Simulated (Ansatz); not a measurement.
# CuI: the cost of one run

Program: Ansatz 0.2.0. Level of theory: DFT LDA, all-electron LAPW, scalar-relativistic unless said. These are calculated values, not measurements.

**1. The structure to begin with**

Symmetry: Cmcm, No. 63, orthorhombic system. The conventional cell has a = 6.681 Å, b = 6.945 Å, c = 4.253 Å, α = 90.00°, β = 90.00°, γ = 90.00°. Cu (site symmetry m2m) is surrounded by 2 Cu at 2.43 Å and 3 I at 2.54 to 2.56 Å. I (site symmetry m2m) is surrounded by 3 Cu at 2.54 to 2.56 Å.

Coordinates:

```
Cu I
1.0
     3.34058   -3.47229    0.00000
     3.34058    3.47229    0.00000
     0.00000    0.00000    4.25312
Cu I
2 2
Direct
  0.41492 0.58508 0.75000
  0.58508 0.41492 0.25000
  0.78384 0.21616 0.75000
  0.21616 0.78384 0.25000
```

Cartesian axes are those of the input's lattice vectors. The structure goes back to a database entry.

**2. Reference run, LAPW**

input.yaml

```yaml
crystal:
  lattice:
    - [3.3405752516, -3.47229483003, 0.0]
    - [3.3405752516, 3.47229483003, 0.0]
    - [0.0, 0.0, 4.25312245842]
  atoms:
    - { symbol: Cu, position: [0.4149165983, 0.5850834017, 0.75] }
    - { symbol: Cu, position: [0.5850834017, 0.4149165983, 0.25] }
    - { symbol: I, position: [0.783836499024, 0.216163500976, 0.75] }
    - { symbol: I, position: [0.216163500976, 0.783836499024, 0.25] }
kpoints:
  mp_grid: { grid: [4, 4, 4] }
scf:
  occupations: { method: fixed }
hamiltonian:
  xc: lda
  pseudopotentials: { kind: all_electron, lapw: { basis_error: 0.0005 } }
phonons:
  supercell: [1, 1, 1]
```

The run is started by

```console
$ ansatz run input.yaml --threads 1 --pin off --max-ram 3072MiB --backend cpu --events-out ev --progress --plain --runs-dir out
```

**Question.** How long does this run take on 1 thread of Intel Xeon Platinum 8488C (Sapphire Rapids), shared host, and how much memory does it need?

About 6.3 min, with a peak of 0.71 GiB.
